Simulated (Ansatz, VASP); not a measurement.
**One calculation of Pd, two programs**

```
Pd
1.0
     0.00000    1.92114    1.92114
     1.92114    0.00000    1.92114
     1.92114    1.92114    0.00000
Pd
1
Direct
  0.00000 0.00000 0.00000
```

Alike in both runs: task single point; functional LDA; k mesh 4 × 4 × 4; occupations fermi-dirac, width 0.1 eV; no spin polarisation.

|  | VASP | Ansatz |
| --- | --- | --- |
| version | VASP 6.6.1 | Ansatz 0.2.0 |
| potentials or method | VASP PAW LDA potentials, release 64 (Pd) | plane waves (420 eV) with PAW, scalar-relativistic |
| plane-wave cutoff (eV) | 520 | 420 |
| valence electrons in the cell | 10 | 18 |

|  | VASP | Ansatz | Ansatz less VASP |
| --- | --- | --- | --- |
| pressure (GPa) | 0.2 | -0.2 | -0.35 |

The two sets of potentials don't hold the same shells in valence. Ansatz warned: «pseudo_functional_mismatch».

Caveats: the k mesh is coarse (spacing up to 0.71 Å⁻¹), so the values aren't converged.
